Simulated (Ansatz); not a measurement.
This log comes from Ansatz, run on AlP in the zincblende structure. It starts from the PBE minimum.

Structure:
```xyz
2
Lattice="0.0000 2.7538 2.7538 2.7538 0.0000 2.7538 2.7538 2.7538 0.0000" Properties=species:S:1:pos:R:3 pbc="T T T"
Al    0.0000    0.0000    0.0000
P     1.3769    1.3769    1.3769
```

Output, abridged:
```
Pseudopotential: Al, paw, valence charge 3, recommended cutoff 500 eV
Pseudopotential: P, paw, valence charge 5, recommended cutoff 500 eV
Crystal: 2 atoms, lattice volume = 41.766 Å³
Basis set: ecut = 500 eV, 1067 PW (Γ)
Bands: 8, of which v1, the nominal top of the filled ones, is band 4 counted from 1 (3 counted from 0)
Symmetry: 24 space group operations
Space group: F-43m (ITA 216)
k-points: 29 of 512 (time reversal used)
preconditioner: auto → none  [insulator: Δε(μ)=1.900 eV  σ=0.020 eV  ℏωp=16.3 eV]
SCF 1 converged in 6 iterations: F = -1301.063324 eV  dr2 = 3.13e-9
relax step 1: F+E_penalty+E_count = -1301.06332396 eV  P = -1.385 GPa  Ω = 41.766 Å³
SCF 2 converged in 4 iterations: F = -1301.066118 eV  dr2 = 3.01e-8
relax step 2: F+E_penalty+E_count = -1301.06611786 eV  P = -0.278 GPa  Ω = 41.239 Å³
SCF 3 converged in 3 iterations: F = -1301.066238 eV  dr2 = 4.31e-8
relax step 3: F+E_penalty+E_count = -1301.06623784 eV  P = +0.007 GPa  Ω = 41.108 Å³
SCF 4 converged in 4 iterations: F = -1301.066190 eV  dr2 = 1.76e-11
relax step 4: F+E_penalty+E_count = -1301.06619007 eV  P = +0.007 GPa  Ω = 41.108 Å³  (SCF on a basis re-selected at this cell)
SCF converged after 4 iterations
Free energy (F): -1301.066190 eV
Fermi energy:    5.751207 eV
--- Per-component energies (eV) ---
  E_band       = 1.707910
  E_kinetic    = 93.924757
  E_local      = -82.321228
  E_nonlocal   = 43.310183
  E_hartree    = 25.365734
  E_xc         = -95.644832
  E_vxc        = -96.655143
  E_paw        = -1049.069593
  E_vpaw       = -11.358224
  E_vtau       = 4.076117
  E_ewald      = -236.480259
  E_core_change = -0.150950
--- Stress (GPa, compression-positive) ---
        0.007106       0.000000       0.000000
        0.000000       0.007106       0.000000
        0.000000       0.000000       0.007106
  P = ⅓ Tr σ = 0.0071 GPa (0.071 kbar)
--- Relaxed structure (3 steps of the walk, 3 accepted, 1 SCFs on fresh bases) ---
  F+E_penalty+E_count = -1301.06619007 eV
  cell:  # Å, volume = 41.1082 Å³
    - [0.000000, 2.739257, 2.739257]
    - [2.739257, 0.000000, 2.739257]
    - [2.739257, 2.739257, 0.000000]
  atoms:
    - { symbol: Al, position: [0.000000, 0.000000, 0.000000] }
    - { symbol: P, position: [0.250000, 0.250000, 0.250000] }
```

Task: Write the input file that gave this output.

Result:
```yaml
crystal:
  # lattice and atoms as above
kpoints:
  mp_grid: { grid: [8, 8, 8] }
hamiltonian:
  xc: r2scan
scf:
  occupations: { method: fermi_dirac, width: 0.02 }
relax:
  f_tol: 0.005
  cell: {}
```
The term E_vtau belongs to a meta-GGA, which reads the kinetic-energy density. The relax steps with a changing cell volume need the relax block with cell. Close relatives of this functional can't be ruled out from these lines alone. This is the file that was run; thresholds and some counts can't be read off the log exactly.

Run as `ansatz run input.yaml --threads 2 --pin off --max-ram 2211MiB --backend cpu --events-out ev --progress --plain --runs-dir out`.

No spin polarisation and no zero-point or thermal motion.
